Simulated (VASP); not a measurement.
The system is BaO.

```
CELL_PARAMETERS angstrom
0.00000 2.76000 2.76000
2.76000 0.00000 2.76000
2.76000 2.76000 0.00000
ATOMIC_POSITIONS crystal
Ba 0.00000 0.00000 0.00000
O 0.50000 0.50000 0.50000
```

The cell was built by a generator and needn't be a form met in nature.

| Quantity | Value |
| --- | --- |
| Program | VASP 6.6.1 |
| Task | relaxation of cell and atoms |
| Functional | PBE |
| Potentials or basis | VASP PAW PBE potentials, release 64 (Ba_sv, O) |
| Cutoff | 700 eV |
| k mesh | 8 × 8 × 8 |
| Occupations | gaussian, width 0.02 eV |
| Spin | no spin polarisation |

At the start: pressure 3.8 GPa; volume 21.02 Å³/atom.

Question: How do energy, volume and symmetry change on relaxing?

Answer: Over 3 steps the energy falls by 12.2 meV/atom and the volume is 22.09 Å³/atom (+5.1 %); space group Fm-3m (No. 225, to 0.05 Å).

The path:
```csv
step,energy change (eV),largest force (eV/Å),pressure (GPa),volume (Å³)
1,0.0000,0.0000,3.83,42.05
2,-0.0198,0.0000,-1.45,45.18
3,-0.0244,0.0000,0.02,44.19
```

Final structure:
```xyz
2
Lattice="0.0000 2.8060 2.8060 2.8060 0.0000 2.8060 2.8060 2.8060 0.0000" Properties=species:S:1:pos:R:3 pbc="T T T"
Ba    0.0000    0.0000    0.0000
O     2.8060    2.8060    2.8060
```
